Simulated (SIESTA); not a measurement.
Runs of SIESTA 5.4.2 on Ba. The cell holds a slab with vacuum, 2 atoms: a = 3.910 Å, b = 4.141 Å, c = 20.700 Å, α = 90.00°, β = 90.00°, γ = 118.17°. The slab is cut from a database's or a generator's crystal, which needn't be the stable form of the element.

```tsv
potentials or basis	gap on the mesh (eV)	largest force (eV/Å)
PseudoDojo 0.4 standard (PBE files), TZDP (energy shift 0.003 Ry; two zetas on semicore shells; d shell added on Ba)	none	0.20
PseudoDojo 0.4 standard (PBE files), TZP (energy shift 0.003 Ry; two zetas on semicore shells; d shell added on Ba)	none	0.21
PseudoDojo 0.4 standard (PBE files), DZP (energy shift 0.003 Ry; two zetas on semicore shells; d shell added on Ba)	none	0.21
PseudoDojo 0.4 standard (PBE files), DZDP (energy shift 0.003 Ry; two zetas on semicore shells; d shell added on Ba)	none	0.21
PseudoDojo 0.4 standard (PBE files), SZP (energy shift 0.003 Ry; d shell added on Ba)	none	(a)
```

Alike in all rows: task band structure; level PBE; no spin polarisation; cell as given; k mesh 8 × 8 × 1; smearing fermi-dirac 0.05 eV; grid cutoff 500 Ry; energy shift 0.003 Ry.

Fill in the values left out.

(a) 0.22.

Caveats: spin-orbit coupling is left out, which moves the levels of the heavy elements; the basis of atomic orbitals isn't converged, which shifts pressures, moduli and gaps.

A k mesh can miss the band edges, and the runs leave out spin-orbit coupling on Ba.

A gap of «none» marks a metal or a gap under the smearing width.
